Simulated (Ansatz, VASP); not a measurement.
Gd: VASP beside Ansatz

```
CELL_PARAMETERS angstrom
0.00000 2.29601 2.29601
2.29601 0.00000 2.29601
2.29601 2.29601 0.00000
ATOMIC_POSITIONS crystal
Gd 0.00000 0.00000 0.00000
```

Alike in both runs: functional PBEsol; k mesh 14 × 14 × 14; occupations fermi-dirac, width 0.08 eV; collinear spin.

Ansatz relaxed the structure, and its values are those at the end. VASP's run is a single point on that final structure, the one shown.

|  | VASP | Ansatz |
| --- | --- | --- |
| version | VASP 6.6.1 | Ansatz 0.2.0 |
| potentials or method | VASP PAW PBE potentials, release 64 (Gd), cutoff 520 eV | all-electron LAPW, scalar-relativistic |

|  | VASP | Ansatz | Ansatz less VASP |
| --- | --- | --- | --- |
| pressure (GPa) | 12.1 | 12.0 | -0.12 |
| net moment per atom (μB) | 7.24 | 7.24 | 0.000 |
| size of the moment on the site where the two differ most (μB) | 6.87 | 7.13 | +0.263 |

Site moments also hang on the region over which each program counts them. Ansatz ran all-electron here, so the differences hold the error of VASP's frozen core and of both bases.

Caveats: the PAW data sets were made with another functional, which shifts forces and pressure a little (VASP). The state reached can hang on the start; a lower one may exist.
